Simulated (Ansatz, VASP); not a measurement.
# Rh in VASP and in Ansatz

Contents of INCAR:

```
ALGO = Normal
EDIFF = 1E-6
ENCUT = 520
GGA = PE
ISIF = 2
ISMEAR = -1
LASPH = True
LCHARG = False
LREAL = False
LWAVE = False
NBANDS = 22
NELM = 80
PREC = Accurate
SIGMA = 0.05
```

KPOINTS

```
k-points
0
Gamma
  13 13 13
```

POSCAR

```
Rh
1.0
    0.0000000000      2.1876324484      2.1876324484
    2.1876324484      0.0000000000      2.1876324484
    2.1876324484      2.1876324484      0.0000000000
Rh
2
Direct
   -0.1250000000     -0.1250000000     -0.1250000000
    0.1250000000      0.1250000000      0.1250000000
```

Input for Ansatz:

```yaml
crystal:
  lattice:
    - [0.0, 2.1876324484, 2.1876324484]
    - [2.1876324484, 0.0, 2.1876324484]
    - [2.1876324484, 2.1876324484, 0.0]
  atoms:
    - { symbol: Rh, position: [-0.125, -0.125, -0.125] }
    - { symbol: Rh, position: [0.125, 0.125, 0.125] }
kpoints:
  mp_grid: { grid: [13, 13, 13] }
  band_path:
    path:
      - [0.0, 0.0, 0.0]
      - [0.5, 0.0, 0.5]
      - [0.625, 0.25, 0.625]
      - [0.375, 0.375, 0.75]
      - [0.0, 0.0, 0.0]
      - [0.5, 0.5, 0.5]
      - [0.5, 0.25, 0.75]
      - [0.5, 0.0, 0.5]
    npoints: 8
scf:
  occupations: { method: fermi_dirac, width: 0.05 }
hamiltonian:
  xc: pbe
  pseudopotentials: { kind: paw }
output:
  forces: true
  stress: true
  eigenvalues: true
  populations: true
  dos: { projected: true, de: 0.2, e_range: [-14, 8] }
```

Change from the starting cell: volume scaled by 0.5, PAW files.

Alike in both runs: task single point; functional PBE; k mesh 13 × 13 × 13; occupations fermi-dirac, width 0.05 eV; no spin polarisation.

|  | VASP | Ansatz |
| --- | --- | --- |
| version | VASP 6.6.1 | Ansatz 0.2.0 |
| potentials or method | VASP PAW PBE potentials, release 64 (Rh_pv) | PAW with Ansatz's default frozen-core files, scalar-relativistic |
| plane-wave cutoff (eV) | 520 | 420 |
| valence electrons in the cell | 30 | 34 |

Ansatz gave:

| Item | Value |
| --- | --- |
| pressure (GPa) | 471.7 |

Question: Estimate VASP's values.

Answer: Pressure (GPa): 473.5.

The two sets of potentials don't hold the same shells in valence.

Caveats: the cell as given lies far from equilibrium; so large a pressure means that the cell lies far from this level's equilibrium, or that cutoff or potentials fall short (VASP).
